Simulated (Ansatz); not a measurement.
As, 4 atoms in the cell. The structure is orthorhombic, space group Cmce (No. 64). Conventional cell: a = 3.650 Å, b = 11.000 Å, c = 4.470 Å, α = 90.00°, β = 90.00°, γ = 90.00°. As (site symmetry m) has 3 As at 2.48 to 2.49 Å as nearest neighbours. This isn't the form of As at room conditions, which is rhombohedral.

- Program: Ansatz 0.2.0
- Task: band structure
- Functional: PBE
- Potentials or basis: all-electron LAPW, scalar-relativistic
- Cutoff: 275 eV (chosen from the basis error)
- Basis error allowed: 0.002 eV/atom
- k mesh: 8 × 8 × 6
- Occupations: fermi-dirac, width 0.05 eV
- Spin: no spin polarisation

Potentials or basis: all-electron LAPW, scalar-relativistic.

Run with:

```console
$ ansatz run input.yaml --threads 2 --pin off --max-ram 6144MiB --backend cpu --events-out ev --progress --plain --runs-dir out
```

Hardware: 2 threads of Arm Neoverse N1, on a shared host.

**Question.** How long does it take, and how much memory?

**Answer.** Run time: 110 s on 2 threads of Arm Neoverse N1, with other jobs on the host, peak memory 0.73 GiB. Counts: scf iterations 10, plane waves 911, k points 84, bands 56.
